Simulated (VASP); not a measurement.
# AlN in VASP: one cell, several levels of theory, part 2 of 2

VASP 6.6.1, plane waves, PAW.

## Step 3: r2SCAN

The COD entry's cell or inner coordinates are ideal or old and differ from later refinements, so a difference from it is no clean test against experiment.

Input file INCAR:

```
ENCUT = 520.000000
SIGMA = 0.010000
EDIFF = 1.00e-07
ALGO = Normal
METAGGA = R2SCAN
PREC = Accurate
IBRION = -1
ISIF = 2
ISMEAR = 0
NBANDS = 16
NELM = 120
NSW = 0
LASPH = .TRUE.
LCHARG = .FALSE.
LWAVE = .FALSE.
LREAL = .FALSE.
```

Input file KPOINTS:

```
KPOINTS created by Atomic Simulation Environment
0
Gamma
12 12 6
0 0 0
```

Input file KPOINTS_OPT:

```
special points
6
Reciprocal
0.0000000000 0.0000000000 0.0000000000 1
0.5000000000 0.0000000000 0.0000000000 1
0.3333333333 0.3333333333 0.0000000000 1
0.0000000000 0.0000000000 0.5000000000 1
0.5000000000 0.0000000000 0.5000000000 1
0.3333333333 0.3333333333 0.5000000000 1
```

Input file POSCAR:

```
Al N
 1.0000000000000000
     3.0675501517259760    0.0000000000288676    0.0000000000000000
    -1.5337750758879880    2.6565763587630706    0.0000000000000000
     0.0000000000000000    0.0000000000000000    4.9785885508999996
 Al  N
   2   2
Cartesian
 -0.0000000000166668  1.7710509058516695  0.0015503035080762
  1.5337750758546547  0.8855254529402685  2.4908445789580753
 -0.0000000000166668  1.7710509058516695  1.8903133458339236
  1.5337750758546547  0.8855254529402685  4.3796076212839230
```

Run with:

```
$ mpirun -np 1 vasp_std
```

Standard output, without the iteration lines:

```text
POSCAR found type information on POSCAR AlN
 POSCAR found :  2 types and       4 ions
 -----------------------------------------------------------------------------
|                                                                             |
|                                                                             |
|     You enforced a specific xc type in the INCAR file but a different       |
|     I HOPE YOU KNOW WHAT YOU ARE DOING!                                     |
|                                                                             |
 -----------------------------------------------------------------------------

 LDA part: xc-table for (None), standard interpolation
 POSCAR, INCAR and KPOINTS ok, starting setup
 FFT: planning ... GRIDC
 FFT: planning ... GRID_SOFT
 FFT: planning ... GRID
 WAVECAR not read
 entering main loop
 Start KPOINTS_OPT (optional k-point list driver)
k-point batch [1-6\6]
```

OSZICAR:

```text
N       E                     dE             d eps       ncg     rms          rms(c)
DAV:   1     0.328531084371E+02    0.32853E+02   -0.76334E+03  2432   0.931E+02
DAV:   2    -0.434988370388E+02   -0.76352E+02   -0.70358E+02  3376   0.197E+02
DAV:   3    -0.471313702958E+02   -0.36325E+01   -0.36233E+01  3096   0.446E+01
DAV:   4    -0.471537742942E+02   -0.22404E-01   -0.22402E-01  3000   0.394E+00
DAV:   5    -0.471540815900E+02   -0.30730E-03   -0.30729E-03  3144   0.465E-01    0.128E+01
DAV:   6    -0.381306866325E+02    0.90234E+01   -0.82547E+00  2752   0.205E+01    0.528E+00
DAV:   7    -0.383931811107E+02   -0.26249E+00   -0.12780E+00  3024   0.751E+00    0.342E+00
DAV:   8    -0.384421174471E+02   -0.48936E-01   -0.65856E-02  2552   0.262E+00    0.867E-01
DAV:   9    -0.384339914088E+02    0.81260E-02   -0.18072E-02  3128   0.109E+00    0.221E-01
DAV:  10    -0.384344876296E+02   -0.49622E-03   -0.19876E-03  2912   0.302E-01    0.877E-02
DAV:  11    -0.384344204037E+02    0.67226E-04   -0.81945E-05  3144   0.728E-02    0.289E-02
DAV:  12    -0.384344274734E+02   -0.70697E-05   -0.41421E-06  2816   0.162E-02    0.426E-02
DAV:  13    -0.384344157410E+02    0.11732E-04   -0.68469E-06  2784   0.218E-02    0.863E-03
DAV:  14    -0.384344139234E+02    0.18175E-05   -0.69635E-07  2952   0.651E-03    0.628E-03
DAV:  15    -0.384344132802E+02    0.64328E-06   -0.12165E-07  1560   0.294E-03    0.295E-03
DAV:  16    -0.384344129299E+02    0.35026E-06   -0.33839E-08  1464   0.162E-03    0.120E-03
DAV:  17    -0.384344129557E+02   -0.25771E-07   -0.14033E-09  1360   0.396E-04
   1 F= -.38434413E+02 E0= -.38434413E+02  d E =-.141698E-23
       N       E                     dE             ncg
DAV:   1     0.178510585091E+04   -0.23797E+04      192
DAV:   2     0.138149784337E+04   -0.40361E+03      288
DAV:   3     0.136427064022E+04   -0.17227E+02      232
DAV:   4     0.136415864899E+04   -0.11199E+00      240
DAV:   5     0.136415683047E+04   -0.18185E-02      224
DAV:   6     0.136415678504E+04   -0.45428E-04      248
DAV:   7     0.136415678366E+04   -0.13781E-05      240
DAV:   8     0.136415678362E+04   -0.42021E-07      200
```

OUTCAR, selected sections:

```text
k-points           NKPTS =     76   k-points in BZ     NKDIM =     76   number of bands    NBANDS=     16

   NELECT =      16.0000    total number of electrons

   dimension x,y,z NGX =    24 NGY =   24 NGZ =   40
   dimension x,y,z NGXF=    48 NGYF=   48 NGZF=   80

  energy-cutoff  :      520.00
  volume of cell :       40.57
      direct lattice vectors                 reciprocal lattice vectors
     3.067550152  0.000000000  0.000000000     0.325993040  0.188212170  0.000000000
    -1.533775076  2.656576359  0.000000000    -0.000000000  0.376424339  0.000000000
     0.000000000  0.000000000  4.978588551     0.000000000  0.000000000  0.200860141

 k-points in reciprocal lattice and weights: KPOINTS created by Atomic Simulation Env
   0.00000000  0.00000000  0.00000000       0.001
   0.08333333 -0.00000000  0.00000000       0.007
   0.16666667 -0.00000000  0.00000000       0.007
   0.25000000 -0.00000000  0.00000000       0.007
   0.33333333 -0.00000000  0.00000000       0.007
   0.41666667 -0.00000000  0.00000000       0.007
   0.50000000 -0.00000000  0.00000000       0.003
   0.08333333  0.08333333  0.00000000       0.007
[... 68 more k-points ...]

 E-fermi :   6.1436

 k-point     1 :       0.0000    0.0000    0.0000
  band No.  band energies     occupation
      1      -9.9722      2.00000
      2      -7.8260      2.00000
      3      -0.0716      2.00000
      4       5.3355      2.00000
      5       5.3355      2.00000
      6       5.9650      2.00000
      7       5.9650      2.00000
      8       6.0780      2.00000
      9      11.3022      0.00000
     10      14.0559      0.00000
     11      17.9070      0.00000
     12      18.5277      0.00000
     13      18.5277      0.00000
     14      20.2511      0.00000
     15      20.6242      0.00000
     16      20.6242      0.00000

 k-point     2 :       0.0833   -0.0000    0.0000
  band No.  band energies     occupation
      1      -9.8792      2.00000
      2      -7.7719      2.00000
      3       0.0397      2.00000
      4       4.9141      2.00000
      5       5.2133      2.00000
      6       5.5572      2.00000
      7       5.9510      2.00000
      8       6.0430      2.00000
      9      11.7110      0.00000
     10      14.4342      0.00000
     11      17.4691      0.00000
     12      17.8718      0.00000
     13      18.8086      0.00000
     14      20.2239      0.00000
     15      20.5241      0.00000
     16      20.6567      0.00000

 k-point     3 :       0.1667   -0.0000    0.0000
  band No.  band energies     occupation
      1      -9.6086      2.00000
      2      -7.6235      2.00000
      3       0.3676      2.00000
      4       3.8751      2.00000
      5       4.6604      2.00000
      6       4.9269      2.00000
      7       5.8789      2.00000
      8       5.9176      2.00000
      9      12.5701      0.00000
     10      15.1182      0.00000
     11      16.2560      0.00000
     12      17.1063      0.00000
     13      19.5890      0.00000
     14      19.7128      0.00000
     15      19.7847      0.00000
     16      20.0378      0.00000

 k-point     4 :       0.2500   -0.0000    0.0000
  band No.  band energies     occupation
      1      -9.1887      2.00000
      2      -7.4259      2.00000
      3       0.8919      2.00000
      4       2.6490      2.00000
      5       3.6483      2.00000
      6       4.5980      2.00000
      7       5.6629      2.00000
      8       5.7468      2.00000
      9      13.2824      0.00000
     10      14.7031      0.00000
     11      15.2185      0.00000
     12      17.5304      0.00000
     13      18.8754      0.00000
     14      19.1959      0.00000
     15      19.5334      0.00000
     16      20.7946      0.00000

 k-point     5 :       0.3333   -0.0000    0.0000
  band No.  band energies     occupation
      1      -8.6764      2.00000
      2      -7.2570      2.00000
      3       1.5558      2.00000
      4       1.5680      2.00000
      5       2.7339      2.00000
      6       4.3119      2.00000
      7       5.2397      2.00000
      8       5.6011      2.00000
      9      13.3067      0.00000
     10      13.5782      0.00000
     11      15.1973      0.00000
     12      17.7323      0.00000
     13      18.5779      0.00000
     14      19.1780      0.00000
     15      19.5106      0.00000
     16      22.0416      0.00000

 k-point     6 :       0.4167   -0.0000    0.0000
  band No.  band energies     occupation
      1      -8.1809      2.00000
      2      -7.2048      2.00000
      3       0.8086      2.00000
      4       2.0746      2.00000
      5       2.2997      2.00000
      6       4.1214      2.00000
      7       4.6842      2.00000
      8       5.4918      2.00000
      9      12.8144      0.00000
     10      13.0206      0.00000
     11      15.3980      0.00000
     12      17.5918      0.00000
     13      18.1968      0.00000
     14      19.5919      0.00000
     15      19.9744      0.00000
     16      22.8560      0.00000

 k-point     7 :       0.5000   -0.0000    0.0000
  band No.  band energies     occupation
      1      -7.9342      2.00000
      2      -7.2393      2.00000
      3       0.5441      2.00000
      4       1.8412      2.00000
      5       2.7029      2.00000
      6       4.0549      2.00000
      7       4.3313      2.00000
      8       5.4515      2.00000
      9      12.5658      0.00000
     10      12.8800      0.00000
     11      15.4575      0.00000
     12      17.5823      0.00000
     13      18.0686      0.00000
     14      19.6982      0.00000
     15      20.2246      0.00000
     16      22.7059      0.00000

 k-point     8 :       0.0833    0.0833    0.0000
  band No.  band energies     occupation
      1      -9.6973      2.00000
      2      -7.6705      2.00000
      3       0.2594      2.00000
      4       4.3173      2.00000
      5       4.5922      2.00000
      6       5.2773      2.00000
      7       5.8291      2.00000
      8       5.9624      2.00000
      9      12.3425      0.00000
     10      15.0396      0.00000
     11      16.7187      0.00000
     12      17.0241      0.00000
     13      19.3784      0.00000
     14      19.6068      0.00000
     15      20.0306      0.00000
     16      20.6925      0.00000

 k-point     9 :       0.1667    0.0833    0.0000
  band No.  band energies     occupation
      1      -9.3513      2.00000
      2      -7.4965      2.00000
      3       0.6861      2.00000
      4       3.2631      2.00000
      5       3.7708      2.00000
      6       4.8416      2.00000
      7       5.6490      2.00000
      8       5.7750      2.00000
      9      13.1786      0.00000
     10      15.4191      0.00000
     11      15.5073      0.00000
     12      16.6877      0.00000
     13      18.8646      0.00000
     14      19.2955      0.00000
     15      20.0724      0.00000
     16      20.5543      0.00000

 k-point    10 :       0.2500    0.0833    0.0000
  band No.  band energies     occupation
      1      -8.8822      2.00000
      2      -7.3106      2.00000
      3       1.2896      2.00000
      4       2.1122      2.00000
      5       3.0009      2.00000
      6       4.3563      2.00000
      7       5.4387      2.00000
      8       5.4628      2.00000
      9      13.6442      0.00000
     10      14.1466      0.00000
     11      15.2351      0.00000
     12      17.4542      0.00000
     13      18.3390      0.00000
     14      18.9773      0.00000
     15      19.7962      0.00000
     16      21.6236      0.00000

 k-point    11 :       0.3333    0.0833    0.0000
  band No.  band energies     occupation
      1      -8.3675      2.00000
      2      -7.2002      2.00000
      3       1.1904      2.00000
      4       2.0020      2.00000
      5       2.3468      2.00000
      6       3.9891      2.00000
      7       4.9441      2.00000
      8       5.2982      2.00000
      9      13.0829      0.00000
     10      13.5482      0.00000
     11      15.4444      0.00000
     12      17.5650      0.00000
     13      18.1052      0.00000
     14      19.6038      0.00000
     15      19.6530      0.00000
     16      22.4292      0.00000

 k-point    12 :       0.4167    0.0833    0.0000
  band No.  band energies     occupation
      1      -7.9599      2.00000
      2      -7.2179      2.00000
      3       0.6799      2.00000
      4       1.9539      2.00000
      5       2.6493      2.00000
      6       3.7970      2.00000
      7       4.4194      2.00000
      8       5.2041      2.00000
      9      12.5712      0.00000
     10      13.3154      0.00000
     11      15.6257      0.00000
     12      17.5226      0.00000
     13      18.0051      0.00000
     14      19.6558      0.00000
     15      20.2067      0.00000
     16      22.8407      0.00000

[... the tables of k-points 13 to 76 left out ...]

  Total        1.7483901      1.7483901      0.6146780     -0.0000000     -0.0000000     -0.0000000
  in kB       69.0444381     69.0444381     24.2738167     -0.0000000     -0.0000000     -0.0000000
  external PRESSURE =      54.1208977 kB  Pullay stress =       0.0000000 kB

 POSITION                                       TOTAL-FORCE (eV/Angst)
 -----------------------------------------------------------------------------------
     -0.00000      1.77105      0.00155         0.000000     -0.000000     -0.002895
      1.53378      0.88553      2.49084        -0.000000      0.000000     -0.002895
     -0.00000      1.77105      1.89031        -0.000000      0.000000      0.002895
      1.53378      0.88553      4.37961         0.000000     -0.000000      0.002895
 -----------------------------------------------------------------------------------
    total drift:                               -0.000000     -0.000000     -0.022446

  FREE ENERGIE OF THE ION-ELECTRON SYSTEM (eV)
  ---------------------------------------------------
  free  energy   TOTEN  =       -38.4344129557 eV

  energy  without entropy=      -38.4344129557  energy(sigma->0) =      -38.43441296
```

Wall time 2.2 min (1 MPI rank of Intel Xeon Platinum 8488C, shared host); peak memory 0.21 GiB.

The levels at the points of KPOINTS_OPT are read from vasprun.xml.

Band energies at the special points (eV, zero at the top of v, the last band that the electrons fill by count):

```
point    v−1      v     c   c+1
    Γ  -0.11   0.00  5.22  7.98
    M  -1.75  -0.63  6.49  6.80
    K  -2.38  -2.38  5.71  9.40
    A  -0.44  -0.44  7.62  7.62
    L  -1.39  -1.39  6.12  6.12
    H  -0.79  -0.79  8.25  8.25
```

The r2SCAN gap is 5.22 eV, direct at Γ. Pressure: 5.41 GPa; the forces vanish within 0.01 eV/Å.

## Step 4: Summary

This closing draws on all 2 parts.

| level | gap (eV) | pressure (GPa) |
| --- | --- | --- |
| PBE | 4.53 | 10.18 |
| r2SCAN | 5.22 | 5.41 |

What this shows: The gap runs from 4.53 eV (PBE) to 5.22 eV (r2SCAN). The pressure is highest with PBE (10.2 GPa) and lowest with r2SCAN (5.4 GPa), which orders the cells that they would relax to.
